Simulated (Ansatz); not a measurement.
What spin–orbit coupling does to the bands of HgSe

```yaml
crystal:
  lattice:
    - [0.00000, 3.03600, 3.03600]
    - [3.03600, 0.00000, 3.03600]
    - [3.03600, 3.03600, 0.00000]
  atoms:
    - { symbol: Hg, position: [0.00000, 0.00000, 0.00000] }
    - { symbol: Se, position: [0.75000, 0.75000, 0.75000] }
```

Atom numbers follow the list: Hg1, Se2.

The cell is COD entry 1538962, as deposited and not checked against the literature; nothing was relaxed.

Methods: DFT, PBE, all-electron LAPW, scalar-relativistic (Ansatz 0.2.0); DFT, PBE, all-electron LAPW, Dirac equation with spin-orbit coupling (Ansatz 0.2.0).

Sampling and basis: a Γ-centred 9×9×9 k mesh, Fermi–Dirac smearing of 0.02 eV, basis error target 0.25 meV/atom, no spin polarisation.

Levels between -8 and 5 eV, each run counted from its own valence-band top where it has a gap, else its Fermi level. Scalar levels are listed once for both spins; with the coupling every spinor state is counted. Levels near the edges of the range can cross them.

At Γ (0.000, 0.000, 0.000) the scalar-relativistic levels are -7.21 (×3), -6.46 (×2), -0.94, -0.01 (×3). What are they with spin–orbit coupling?

-6.75 (×2), -6.10 (×4), -1.00 (×2), -0.23 (×2), 0.00 (×4), 4.37 (×2).

At W (-0.500, -0.250, 0.250) the scalar-relativistic levels are -6.92, -6.81, -6.54, -6.51, -5.83, -5.33, -2.78, -2.45, 3.63. What are they with spin–orbit coupling?

-7.81, -7.79, -7.71, -7.29, -6.42, -6.14 (×2), -5.86, -5.73, -5.35, -5.35, -5.18, -3.03, -2.74, -2.58, -2.44, 3.45, 3.65, 4.98.

At X (-0.500, -0.500, 0.000) the scalar-relativistic levels are -7.06, -6.70 (×2), -6.35, -6.09, -5.12, -2.34 (×2), 2.78, 2.98. What are they with spin–orbit coupling?

-7.86 (×2), -7.47 (×2), -6.51 (×2), -5.97 (×2), -5.55 (×2), -5.06 (×2), -2.45 (×2), -2.43 (×2), 2.72 (×2), 2.88 (×2).
